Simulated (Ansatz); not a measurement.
Input and command of a plane-wave DFT calculation in Ansatz:

```yaml
crystal:
  lattice:
    - [8.4980431765, 0.0, 0.0]
    - [0.0, 6.0090239569, 0.0]
    - [0.0, 0.0, 22.3735323824]
  atoms:
    - { symbol: Pb, position: [0.25, 0.5, 0.3575653528] }
    - { symbol: Pb, position: [0.75, 0.5, 0.3575653528] }
    - { symbol: S, position: [0.25, 0.0, 0.3575653528] }
    - { symbol: S, position: [0.75, 0.0, 0.3575653528] }
    - { symbol: Pb, position: [0.5, 0.0, 0.4525217843] }
    - { symbol: Pb, position: [0.0, 0.0, 0.4525217843] }
    - { symbol: S, position: [0.5, 0.5, 0.4525217843] }
    - { symbol: S, position: [0.0, 0.5, 0.4525217843] }
    - { symbol: Pb, position: [0.75, 0.5, 0.5474782157] }
    - { symbol: Pb, position: [0.25, 0.5, 0.5474782157] }
    - { symbol: S, position: [0.75, 0.0, 0.5474782157] }
    - { symbol: S, position: [0.25, 0.0, 0.5474782157] }
    - { symbol: Pb, position: [0.0, 0.0, 0.6424346472] }
    - { symbol: Pb, position: [0.5, 0.0, 0.6424346472] }
    - { symbol: S, position: [0.0, 0.5, 0.6424346472] }
    - { symbol: S, position: [0.5, 0.5, 0.6424346472] }
basis:
  ecutwfc: 420
kpoints:
  mp_grid: { grid: [2, 3, 1] }
hamiltonian:
  xc: pbe
scf:
  occupations: { method: gaussian, width: 0.05 }
output:
  forces: true
  eigenvalues: true
relax:
  adjacent_minimum: "off"
  f_tol: 0.03
  max_steps: 70
  constraints: [{ sites: [0, 1, 2, 3, 4, 5, 6, 7] }]
efield:
  axis: 3
  dipole_correction: true
  ramp_width: 0.04
```

```bash
ansatz run input.yaml --threads 4 --pin off --max-ram 12288MiB --backend cpu --events-out ev --progress --plain --runs-dir out
```

Processor: Arm Neoverse V2, 4 threads, on a host shared with other jobs.

Question: Estimate time, memory and problem size.

Answer: About 67 s on 4 threads of Arm Neoverse V2 (shared host), peak memory 1.9 GiB. It solves 96 bands at 4 k points (the mesh reduced by the symmetry that the task leaves, which can be less than the crystal's) with about 22315 plane waves, in 36 SCF iterations over 5 ionic steps.
